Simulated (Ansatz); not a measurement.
# Structure types of CdS compared at 100 GPa

Structure types of CdS are relaxed in primitive cells with their symmetry kept at 100 GPa, on PAW files; LAPW relaxes the small cells further and takes the PAW cell for the others (marked *). The enthalpy is E + pV at zero temperature, without zero-point motion. Only the types listed were tried, and differences under about 5 meV/atom are mesh noise. The real phase may be another.

Level of theory: DFT with PBE, scalar-relativistic, in Ansatz 0.2.0; Fermi–Dirac smearing of 0.08 eV, no spin polarisation. LAPW: all electrons, basis error target 0.5 meV/atom; PAW: frozen-core files, cutoff 420 eV.

k meshes: rocksalt 15×15×15, CsCl 15×15×15, zincblende 13×13×13, wurtzite 10×10×6, NiAs 11×11×6.

```csv
start type,ends as,"a, b, c (Å)",V (Å³/atom),"H − H(lowest), LAPW (meV/atom)"
rocksalt,"rocksalt, Fm-3m","4.703, 4.703, 4.703",13.00,0.0
CsCl,"CsCl, Pm-3m","2.911, 2.911, 2.911",12.33,28.0
zincblende,"zincblende, F-43m","4.946, 4.946, 4.946",15.12,?
wurtzite*,"distorted wurtzite, P6_3mc","2.505, 2.505, 9.090",12.35,?
NiAs*,"NiAs, P6_3/mmc","3.165, 3.165, 6.012",13.04,139.9
```

Task: Give the missing entry: row "wurtzite*", column "H − H(lowest), LAPW (meV/atom)".

Result: 527.7.

Task: Give the missing entry: row "zincblende", column "H − H(lowest), LAPW (meV/atom)".

Result: 1693.0.

Task: Split the lead of rocksalt over CsCl into energy and pV.

Result: For CsCl less rocksalt: ΔE = +445.6 meV/atom, and p·ΔV = 100 GPa × -0.6690 Å³ × 6.242 meV/(GPa·Å³) = -417.5 meV/atom, together 28.1 meV/atom. rocksalt wins by its internal energy, though it is the less dense.

Task: Would CsCl gain on rocksalt at higher pressure?

Result: Yes: dH/dp = V, and its volume is smaller by 0.67 Å³/atom. Held constant, that would close the gap after about 6.7 GPa more, a rough figure, since the volume difference changes with pressure.
